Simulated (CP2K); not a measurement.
Ge:

```
CELL_PARAMETERS angstrom
2.99111 0.00000 0.00000
-1.51052 2.58168 0.00000
0.00000 0.00000 4.72760
ATOMIC_POSITIONS crystal
Ge 0.33345 0.66655 0.25000
Ge 0.66655 0.33345 0.75000
```

This isn't the form of Ge at room conditions, which is diamond.

Program: CP2K 2026.2. Alike in all runs: cell as given; k mesh 10 × 10 × 6.

**Question.** Order these runs on this cell by their pressure, lowest first.
A. level TASK; potentials or basis POTENTIAL_UZH Ge GTH-SCAN-q4; TZVP-MOLOPT-SCAN-GTH basis; spin off; smearing fermi-dirac 0.1 eV; EPS_DEFAULT 1.0E-9; MAX_SCF 100; MIXING ALPHA 0.4; NBUFFER 8; NGRIDS 4
B. level SCAN; potentials or basis POTENTIAL_UZH Ge GTH-SCAN-q4; TZVP-MOLOPT-SCAN-GTH basis; spin off; smearing fermi-dirac 0.1 eV; EPS_DEFAULT 1.0E-9; MAX_SCF 100; MIXING ALPHA 0.4; NBUFFER 8; NGRIDS 5
C. level BLYP; potentials or basis GTH_POTENTIALS Ge GTH-BLYP-q4; TZVP-MOLOPT-PBE-GTH basis; spin collinear, ferrimagnetic start; smearing fermi-dirac 0.05 eV; EPS_DEFAULT 1.0E-10; MAX_SCF 150; MIXING ALPHA 0.2; NBUFFER 10; NGRIDS 4

**Answer.** B (-1.5 GPa), A (1.1 GPa), C (10.4 GPa).

Caveats: the basis of atomic orbitals isn't converged, which shifts pressures, moduli and gaps; the potentials were made for another functional, which shifts forces and pressure (some runs).

Not every run made on this cell is shown here.
